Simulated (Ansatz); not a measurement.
Bicrystals of relaxed bulk KI (Fm-3m, 46.20 Å³/atom, gap on the mesh 3.86 eV): one grain is mirrored in the boundary plane and shifted (fractions of the plane's cell), where said the two species change places in it, close atoms are joined, tilt boundaries are opened by 0.15 Å, then atoms and the cell's height are relaxed. Energies are the mean of the cell's two boundaries over the bulk on a matched mesh; other shifts may lie lower.

The calculation used DFT PBE, scalar-relativistic, plane waves, PAW in Ansatz.

Cutoff 420 eV; k points 6×6×1 on the computed 12-atom cell (Γ-centred); Gaussian smearing, width 0.05 eV; no spin polarisation.

Start (Σ3 (111), mirror on a plane, shift [0, 0]):

```xyz
12
Lattice="5.0745 0.0000 0.0000 -2.5372 4.3946 0.0000 0.0000 0.0000 24.8597" Properties=species:S:1:pos:R:3 pbc="T T T"
K     0.0000    0.0000    0.0000
I     0.0000    0.0000    6.2149
K     0.0000    2.9297    4.1433
I     2.5372    1.4649    2.0716
K     2.5372    1.4649    8.2866
I     0.0000    2.9297   10.3582
I     0.0000    0.0000   18.6447
K     0.0000    2.9297   20.7164
I     2.5372    1.4649   22.7880
K     2.5372    1.4649   16.5731
I     0.0000    2.9297   14.5015
K     5.0745    0.0000   12.4298
```

Problem. Give the relaxed structure and its energy.

Solution. The free energy falls by 3 meV/atom.

* boundary energy (mJ/m²): 53
* excess width (Å): 0.21
* gap on the mesh (eV): 3.66

Relaxed structure:
```xyz
12
Lattice="5.0745 0.0000 0.0000 -2.5372 4.3946 0.0000 0.0000 0.0000 25.2840" Properties=species:S:1:pos:R:3 pbc="T T T"
K     0.0000    0.0000    0.0000
I     0.0000    0.0000    6.3210
K     0.0000    2.9297    4.2515
I     2.5372    1.4649    2.1762
K     2.5372    1.4649    8.3905
I     0.0000    2.9297   10.4658
I     0.0000    0.0000   18.9630
K     0.0000    2.9297   21.0324
I     2.5372    1.4649   23.1078
K     2.5372    1.4649   16.8935
I     0.0000    2.9297   14.8182
K     5.0745    0.0000   12.6420
```

Spin-orbit coupling is left out, which matters for the bands of heavy elements.

Time: 59 s on 2 threads of Arm Neoverse V1 (shared host), peak memory 1.1 GiB.